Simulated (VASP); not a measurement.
# CdF2 (I4/mmm) in VASP: notebook

The runs below take CdF2 through single point, with LDA.

Everything below comes from runs of VASP 6.6.1. Logs are shortened: lines on timing, memory, paths and dates and some standing lists are left out, and cuts for length are marked.

## (1) The cell of the first run

It takes space group I4/mmm (No. 139, tetragonal). Conventional cell: a = 3.746 Å, b = 3.746 Å, c = 5.695 Å, α = 90.00°, β = 90.00°, γ = 90.00°. Cd (site symmetry 4/mmm) is surrounded by 8 F at 2.35 Å. Around F (site symmetry -4m2) lie 4 Cd at 2.35 Å and 4 F at 2.65 Å.

## (2) Single point, LDA (strain +0.0750 x Voigt [1, 0, 0, 0, 0, 0], atoms carried along)

File INCAR:

```
PREC = Accurate
ENCUT = 520
EDIFF = 1E-6
ISMEAR = 0
SIGMA = 0.05
LREAL = False
LASPH = True
NELM = 80
ALGO = Normal
ISIF = 2
LWAVE = False
LCHARG = False
NBANDS = 20
```

File KPOINTS:

```
Automatic mesh
0
Gamma
  8 8 8
```

File POSCAR:

```
CdF2
1.0
    0.0000000000      2.6488277134      2.6488277134
    2.8474897919      0.0000000000      2.6488277134
    2.8474897919      2.6488277134      0.0000000000
Cd F
1 2
Direct
    0.0000000000      0.0000000000      0.0000000000
    0.2500000000      0.2500000000      0.2500000000
    0.7500000000      0.7500000000      0.7500000000
```

Potentials or basis: VASP PAW LDA potentials, release 64 (Cd, F).

Command:

```sh
$ cat potpaw_LDA.64/Cd/POTCAR potpaw_LDA.64/F/POTCAR > POTCAR
$ mpirun -np 1 vasp_std > vasp.out
```

OUTCAR:

```text
PREC = Accurate
   ENCUT = 520
   EDIFF = 1E-6
   ISMEAR = 0
   LREAL = False
   LASPH = True
   NELM = 80
   ISIF = 2

 ion  position               nearest neighbor table
   1  0.000  0.000  0.000-   2 2.35   3 2.35   3 2.35   3 2.35   3 2.35   2 2.35   2 2.35   2 2.35

   2  0.250  0.250  0.250-   1 2.35   1 2.35   1 2.35   1 2.35
   3  0.750  0.750  0.750-   1 2.35   1 2.35   1 2.35   1 2.35

  LATTYP: Found a body centered tetragonal cell.
 ALAT       =     3.7460080767
 C/A-ratio  =     1.5202795795

  Lattice vectors:

 A1 = (   2.8474897919,   0.0000000000,   2.6488277134)
 A2 = (   2.8474897919,   0.0000000000,  -2.6488277134)
 A3 = (  -2.8474897919,   2.6488277134,   0.0000000000)

Analysis of symmetry for initial positions (statically):
=====================================================================
 Subroutine PRICEL returns:
 Original cell was already a primitive cell.

 Routine SETGRP: Setting up the symmetry group for a
 body centered tetragonal supercell.

 Subroutine GETGRP returns: Found 16 space group operations
 (whereof 16 operations were pure point group operations)
 out of a pool of 16 trial point group operations.

The static configuration has the point symmetry D_4h.

Analysis of symmetry for dynamics (positions and initial velocities):
=====================================================================
 Subroutine PRICEL returns:
 Original cell was already a primitive cell.

 Routine SETGRP: Setting up the symmetry group for a
 body centered tetragonal supercell.

 Subroutine GETGRP returns: Found 16 space group operations
 (whereof 16 operations were pure point group operations)
 out of a pool of 16 trial point group operations.

The dynamic configuration has the point symmetry D_4h.

 Subroutine INISYM returns: Found 16 space group operations
 (whereof 16 operations are pure point group operations),
 and found     1 'primitive' translations

----------------------------------------------------------------------------------------

                                     Primitive cell

  volume of cell :      39.9576

  direct lattice vectors                    reciprocal lattice vectors
     0.000000000  2.648827713  2.648827713    -0.175593255  0.188762749  0.188762749
     2.847489792  0.000000000  2.648827713     0.175593255 -0.188762749  0.188762749
     2.847489792  2.648827713  0.000000000     0.175593255  0.188762749 -0.188762749

  length of vectors
     3.746008077  3.889021261  3.889021261     0.319524243  0.319524243  0.319524243

  position of ions in fractional coordinates (direct lattice)
     0.000000000  0.000000000  0.000000000
     0.250000000  0.250000000  0.250000000
     0.750000000  0.750000000  0.750000000

  ion indices of the primitive-cell ions
   primitive index   ion index
                 1           1
                 2           2
                 3           3

----------------------------------------------------------------------------------------

 KPOINTS: Automatic mesh

Automatic generation of k-mesh.
 Grid dimensions read from file:
 generate k-points for:    8    8    8

 Generating k-lattice:

  Cartesian coordinates                     Fractional coordinates (reciprocal lattice)
    -0.021949157  0.023595344  0.023595344     0.125000000  0.000000000  0.000000000
     0.021949157 -0.023595344  0.023595344     0.000000000  0.125000000 -0.000000000
     0.021949157  0.023595344 -0.023595344     0.000000000 -0.000000000  0.125000000

  Length of vectors
     0.039940530  0.039940530  0.039940530

  Shift w.r.t. Gamma in fractional coordinates (k-lattice)
     0.000000000  0.000000000  0.000000000

 Subroutine IBZKPT returns following result:
 ===========================================

 Found     59 irreducible k-points:

 Following reciprocal coordinates:
            Coordinates               Weight
  0.000000  0.000000  0.000000      1.000000
  0.125000  0.000000  0.000000      8.000000
  0.250000  0.000000  0.000000      8.000000
  0.375000 -0.000000 -0.000000      8.000000
  0.500000  0.000000  0.000000      4.000000
  0.125000  0.125000  0.000000      4.000000
[... 16 lines left out ...]
  0.250000  0.125000  0.125000      4.000000
  0.375000  0.125000  0.125000      8.000000
 [... further k-points ...]
   k-points           NKPTS =     59   k-points in BZ     NKDIM =     59   number of bands    NBANDS=     20
   number of dos      NEDOS =    301   number of ions     NIONS =      3
   total plane-waves  NPLWV =  25200
   dimension x,y,z NGX =    28 NGY =   30 NGZ =   30
   dimension x,y,z NGXF=    56 NGYF=   60 NGZF=   60
   ions per type =               1   2
   NGX,Y,Z   is equivalent  to a cutoff of  12.43, 12.82, 12.82 a.u.
   NGXF,Y,Z  is equivalent  to a cutoff of  24.85, 25.65, 25.65 a.u.
 SYSTEM =  unknown system
   PREC   = accura    normal or accurate (medium, high low for compatibility)
   ISTART =      0    job   : 0-new  1-cont  2-samecut
   ICHARG =      2    charge: 1-file 2-atom 10-const
   ISPIN  =      1    spin polarized calculation?
   LNONCOLLINEAR =      F non collinear calculations
   LSORBIT =      F    spin-orbit coupling
   LASPH  =      T    aspherical Exc in radial PAW
   ENCUT  =  520.0 eV  38.22 Ry    6.18 a.u.   6.97  7.23  7.23*2*pi/ulx,y,z
   NELM   =     80;   NELMIN=  2; NELMDL= -5     # of ELM steps
   EDIFF  = 0.1E-05   stopping-criterion for ELM
   LREAL  =      F    real-space projection
   EDIFFG = 0.1E-04   stopping-criterion for IOM
   NSW    =      0    number of steps for IOM
   IBRION =     -1    ionic relax: 0-MD 1-quasi-New 2-CG
   NFREE  =      0    steps in history (QN), initial steepest desc. (CG)
   ISIF   =      2    stress and relaxation
   ISYM   =      2    0-nonsym 1-usesym 2-fastsym
   POTIM  = 0.5000    time-step for ionic-motion
   TEBEG  =    0.0;   TEEND  =   0.0 temperature during run
   PSTRESS=    0.0 pullay stress
   NELECT =      26.0000    total number of electrons
   NUPDOWN=      -1.0000    fix difference up-down
   EMIN   =  10.00;   EMAX   =-10.00  energy-range for DOS
   EFERMI =   0.00;   METHOD = LEGACY
   ISMEAR =     0;   SIGMA  =   0.05  broadening in eV -4-tet -1-fermi 0-gaus
   EFERMI_NEDOS =   21; number of points for ismear=-14 and -15
   IALGO  =     38    algorithm
   IMIX   =      4    mixing-type and parameters
     AMIX     =   0.40;   BMIX     =  1.00
     AMIX_MAG =   1.60;   BMIX_MAG =  1.00
  volume/ion in A,a.u.               =      13.32        89.88
  Fermi-wavevector in a.u.,A,eV,Ry     =   1.418620  2.680803 27.381490  2.012483
  Thomas-Fermi vector in A             =   2.539726
   LORBIT       =      0    0 simple, 1 ext, 2 COOP (PROOUT), +10 PAW based schemes
   GGA     = CA    functional components
   LHFCALC =     F    Hartree Fock is set to
   AEXX    =    0.0000 exact exchange contribution
   IVDW    =     0    specifies the selected vdW correction
   LEPSILON=     F    determine dielectric tensor
   LRPA    =     F    only Hartree local field effects (RPA)
 non-spin polarized calculation
 Gauss-broadening in eV      SIGMA  =   0.05
  energy-cutoff  :      520.00
  volume of cell :       39.96
 maximum number of plane-waves:      1094
   NGX = 13   NGY = 15   NGZ = 15

 number of electron      25.9999989 magnetization

 Free energy of the ion-electron system (eV)
  ---------------------------------------------------
  ext. energy  EPLUGINS =         0.00000000
  ---------------------------------------------------
  free energy    TOTEN  =       -12.63868821 eV

  energy without entropy =      -12.63868821  energy(sigma->0) =      -12.63868821

 E-fermi :  -1.4195     XC(G=0): -11.0140

 val. band max:       -1.7364338103   @ k =   0.5000  -0.2500   0.2500
 cond. band min:       0.8499547768   @ k =   0.0000   0.0000   0.0000
 fundamental gap:      2.5863885871
 Fermi energy:        -1.4194539790

 k-point     1 :       0.0000    0.0000    0.0000
  band No.  band energies     occupation
      1     -22.1372      2.00000
      2     -20.9931      2.00000
      3      -7.4193      2.00000
      4      -7.3739      2.00000
      5      -7.3739      2.00000
      6      -6.2469      2.00000
[... 12 lines left out ...]
     19      16.8196      0.00000
     20      18.3844      0.00000

 k-point     2 :       0.1250    0.0000    0.0000
  band No.  band energies     occupation
      1     -22.0860      2.00000
      2     -21.0389      2.00000
      3      -7.3538      2.00000
      4      -7.3133      2.00000
      5      -7.2264      2.00000
      6      -6.2605      2.00000
[... 12 lines left out ...]
     19      16.4498      0.00000
     20      17.9117      0.00000

 k-point     3 :       0.2500    0.0000    0.0000
  band No.  band energies     occupation
      1     -21.9468      2.00000
      2     -21.1630      2.00000
      3      -7.2330      2.00000
      4      -7.1704      2.00000
      5      -6.8016      2.00000
      6      -6.2623      2.00000
[... 12 lines left out ...]
     19      17.0311      0.00000
     20      17.1142      0.00000

 k-point     4 :       0.3750   -0.0000   -0.0000
  band No.  band energies     occupation
      1     -21.7551      2.00000
      2     -21.3365      2.00000
      3      -7.1435      2.00000
      4      -7.0468      2.00000
      5      -6.2718      2.00000
      6      -6.2248      2.00000
[... 429 lines left out ...]
 k-point    23 :       0.2500    0.1250    0.1250
  band No.  band energies     occupation
      1     -21.9922      2.00000
      2     -21.1254      2.00000
      3      -7.2586      2.00000
      4      -7.2190      2.00000
      5      -6.9948      2.00000
      6      -6.2969      2.00000
[... 12 lines left out ...]
     19      16.9956      0.00000
     20      17.6621      0.00000

 k-point    24 :       0.3750    0.1250    0.1250
  band No.  band energies     occupation
      1     -21.8276      2.00000
      2     -21.2724      2.00000
      3      -7.1353      2.00000
      4      -7.0559      2.00000
      5      -6.5776      2.00000
      6      -6.3382      2.00000
[... 12 lines left out ...]
     19      16.3295      0.00000
     20      18.2069      0.00000

 [... further k-points ...]

------------------------ aborting loop because EDIFF is reached ----------------------------------------

  FORCE on cell =-STRESS in cart. coord.  units (eV):
  Direction    XX          YY          ZZ          XY          YZ          ZX
  --------------------------------------------------------------------------------------
  -------------------------------------------------------------------------------------
  Total       -3.0453840     -1.0582822     -1.0582822      0.0000000      0.0000000     -0.0000000
  in kB     -122.1105102    -42.4338560    -42.4338560      0.0000000      0.0000000     -0.0000000
  external PRESSURE =     -68.9927407 kB  Pullay stress =       0.0000000 kB

 VOLUME and BASIS-vectors are now :
 -----------------------------------------------------------------------------
  energy-cutoff  :      520.00
  volume of cell :       39.96
      direct lattice vectors                 reciprocal lattice vectors
     0.000000000  2.648827713  2.648827713    -0.175593255  0.188762749  0.188762749
     2.847489792  0.000000000  2.648827713     0.175593255 -0.188762749  0.188762749
     2.847489792  2.648827713  0.000000000     0.175593255  0.188762749 -0.188762749

 POSITION                                       TOTAL-FORCE (eV/Angst)
 -----------------------------------------------------------------------------------
      0.00000      0.00000      0.00000         0.000000      0.000000     -0.000000
      1.42374      1.32441      1.32441        -0.000000     -0.000000     -0.000000
      4.27123      3.97324      3.97324         0.000000      0.000000      0.000000
 -----------------------------------------------------------------------------------
    total drift:                                0.000000      0.000000      0.000000

  FREE ENERGIE OF THE ION-ELECTRON SYSTEM (eV)
  ---------------------------------------------------
  free  energy   TOTEN  =       -12.6386882052 eV

  energy  without entropy=      -12.6386882052  energy(sigma->0) =      -12.63868821
```

Wall time 23 s (1 thread of Intel Xeon Platinum 8488C (Sapphire Rapids), shared host); peak memory 0.17 GiB.

Results:

```
Free energy            : -12.6387 eV
Pressure               : -6.9 GPa
Band gap on the k mesh : 2.59 eV, indirect (least direct gap 3.06 eV)
```

A k mesh can miss the band edges.

## (3) Single point, LDA (strain +0.0375 x Voigt [1, 0, 0, 0, 0, 0], atoms carried along)

File INCAR:

```
PREC = Accurate ; ENCUT = 520
EDIFF = 1E-6 ; ISMEAR = 0
SIGMA = 0.05 ; LREAL = False
LASPH = True ; NELM = 80
ALGO = Fast ; ISIF = 2
LWAVE = False ; LCHARG = False
NBANDS = 20
```

KPOINTS is that of step 2.

File POSCAR:

```
CdF2
1.0
    0.0000000000      2.6488277134      2.6488277134
    2.7481587527      0.0000000000      2.6488277134
    2.7481587527      2.6488277134      0.0000000000
Cd F
1 2
Direct
    0.0000000000      0.0000000000      0.0000000000
    0.2500000000      0.2500000000      0.2500000000
    0.7500000000      0.7500000000      0.7500000000
```

Potentials or basis: VASP PAW LDA potentials, release 64 (Cd, F).

Command:

```sh
$ cat potpaw_LDA.64/Cd/POTCAR potpaw_LDA.64/F/POTCAR > POTCAR
$ mpirun -np 1 vasp_std > vasp.out
```

Wall time 22 s (1 thread of Intel Xeon Platinum 8488C (Sapphire Rapids), shared host); peak memory 0.16 GiB.

Results (log left out):

```yaml
Free_energy: -12.7158 eV
Pressure: -3.3 GPa
Band_gap_on_the_k_mesh: 2.80 eV, indirect (least direct gap 3.23 eV)
```

Stress tensor (GPa, compression positive):
```
-6.00  0.00  0.00
 0.00 -1.88  0.00
 0.00  0.00 -1.88
```

Levels at points of the mesh, in eV from the valence-band top:
```
           k point  band 9  band 10  band 11  band 12  band 13  band 14  band 15  band 16  band 17  band 18
(0.00, 0.00, 0.00)   -0.96    -0.96    -0.54    -0.54    -0.43     2.80    12.31    12.31    12.40    17.22
(0.50, 0.00, 0.00)   -2.45    -2.03    -1.94    -0.42    -0.40     7.01     8.78    14.09    14.36    17.66
(0.50, 0.50, 0.00)   -3.13    -3.12    -0.50    -0.19    -0.08     7.80     9.33    11.45    13.73    14.19
(0.00, 0.50, 0.50)   -3.11    -3.11    -0.71    -0.09    -0.09     7.85     9.45    11.46    14.13    14.13
```

A k mesh can miss the band edges.

## (4) Single point, LDA (strain -0.0375 x Voigt [1, 0, 0, 0, 0, 0], atoms carried along)

File INCAR:

```
SYSTEM = CdF2
ALGO     = Fast           ! electronic algorithm
EDIFF    = 1E-6           ! SCF threshold, eV
ENCUT    = 520            ! plane-wave cutoff, eV
GGA      = CA             ! functional
ISIF     = 2              ! what is computed and relaxed
ISMEAR   = 0              ! smearing method
LASPH    = .TRUE.         ! aspherical terms in the spheres
LCHARG   = .FALSE.        ! write CHGCAR
LREAL    = .FALSE.        ! projectors in reciprocal space
LWAVE    = .FALSE.        ! write WAVECAR
NBANDS   = 20             ! bands
NELM     = 60             ! most SCF steps
PREC     = Accurate       ! precision mode
SIGMA    = 0.05           ! smearing width, eV
```

File KPOINTS:

```
k-points
0
G
  8 8 8
  0 0 0
```

File POSCAR:

```
CdF2
1.0
    0.0000000000      2.6488277134      2.6488277134
    2.5494966741      0.0000000000      2.6488277134
    2.5494966741      2.6488277134      0.0000000000
Cd F
1 2
Direct
    0.0000000000      0.0000000000      0.0000000000
    0.2500000000      0.2500000000      0.2500000000
    0.7500000000      0.7500000000      0.7500000000
```

Command:

```sh
$ cat potpaw_LDA.64/Cd/POTCAR potpaw_LDA.64/F/POTCAR > POTCAR
$ mpirun -np 1 vasp_std > vasp.out
```

It took 22 s on 1 thread of Intel Xeon Platinum 8488C (Sapphire Rapids), shared host; peak memory 0.16 GiB.

The run converged. Its results:

- Free energy: -12.6835 eV
- Pressure: 6.9 GPa
- Band gap on the k mesh: 3.07 eV, indirect (least direct gap 3.41 eV)

Stress tensor (GPa, compression positive):
```
9.92 0.00 0.00
0.00 5.35 0.00
0.00 0.00 5.35
```

Levels at points of the mesh, in eV from the valence-band top:
| k point | band 9 | band 10 | band 11 | band 12 | band 13 | band 14 | band 15 | band 16 | band 17 | band 18 |
| --- | --- | --- | --- | --- | --- | --- | --- | --- | --- | --- |
| (0.00, 0.00, 0.00) | -1.41 | -1.03 | -0.47 | -0.34 | -0.34 | 3.07 | 12.62 | 12.70 | 12.70 | 17.89 |
| (0.50, 0.00, 0.00) | -2.82 | -2.35 | -2.24 | -0.35 | -0.34 | 7.59 | 9.00 | 14.72 | 15.06 | 18.15 |
| (0.50, 0.50, 0.00) | -3.50 | -3.27 | -0.81 | -0.17 | -0.05 | 8.47 | 9.82 | 11.57 | 14.52 | 14.99 |
| (0.00, 0.50, 0.50) | -3.65 | -3.15 | -0.56 | -0.16 | -0.16 | 8.34 | 9.73 | 11.64 | 14.56 | 14.56 |

A k mesh can miss the band edges.

[end of part 1 of 2]
